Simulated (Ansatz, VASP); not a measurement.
## Two plane-wave programs on P

File INCAR:

```
SYSTEM = P
ALGO = Normal ; EDIFF = 1E-7
EDIFFG = -0.005 ; ENCUT = 600
GGA = CA ; IBRION = 2
ISIF = 3 ; ISMEAR = -1
LASPH = .True. ; LCHARG = .False.
LREAL = .False. ; LWAVE = .False.
NELM = 80 ; NSW = 60
PREC = Accurate ; SIGMA = 0.05
```

Contents of KPOINTS:

```
k-points
0
Gamma
  17 17 17
  0 0 0
```

Contents of POSCAR:

```
P
1.0
   -1.5536162530      1.5536162530      1.5536162530
    1.5536162530     -1.5536162530      1.5536162530
    1.5536162530      1.5536162530     -1.5536162530
P
1
Direct
    0.0000000000      0.0000000000      0.0000000000
```

Input for Ansatz:

```yaml
crystal:
  lattice:
    - [-1.553616253, 1.553616253, 1.553616253]
    - [1.553616253, -1.553616253, 1.553616253]
    - [1.553616253, 1.553616253, -1.553616253]
  atoms:
    - { symbol: P, position: [0.0, 0.0, 0.0] }
kpoints:
  mp_grid: { grid: [17, 17, 17] }
scf:
  occupations: { method: fermi_dirac, width: 0.05 }
hamiltonian:
  xc: lda
  pseudopotentials: { kind: paw }
output:
  forces: true
  stress: true
relax:
  f_tol: 0.005
  max_steps: 40
  cell: {}
```

Alike in both runs: task relaxation of cell and atoms; functional LDA; k mesh 17 × 17 × 17; occupations fermi-dirac, width 0.05 eV; no spin polarisation.

|  | VASP | Ansatz |
| --- | --- | --- |
| version | VASP 6.6.1 | Ansatz 0.2.0 |
| potentials or method | VASP PAW LDA potentials, release 64 (P) | PAW with Ansatz's default frozen-core files, scalar-relativistic |
| plane-wave cutoff (eV) | 600 | 420 |
| valence electrons in the cell | 5 | 5 |

Ansatz gave:

| Property | Result |
| --- | --- |
| relaxed volume (Å³/atom) | 13.59 |
| relaxed cell length with the largest relative difference (Å) | 2.604 |
| energy change over the relaxation (meV/atom) | -45 |

**Question.** Which values does VASP return?

**Answer.** Relaxed volume (Å³/atom): 13.58; relaxed cell length with the largest relative difference (Å): 2.603; energy change over the relaxation (meV/atom): -46.
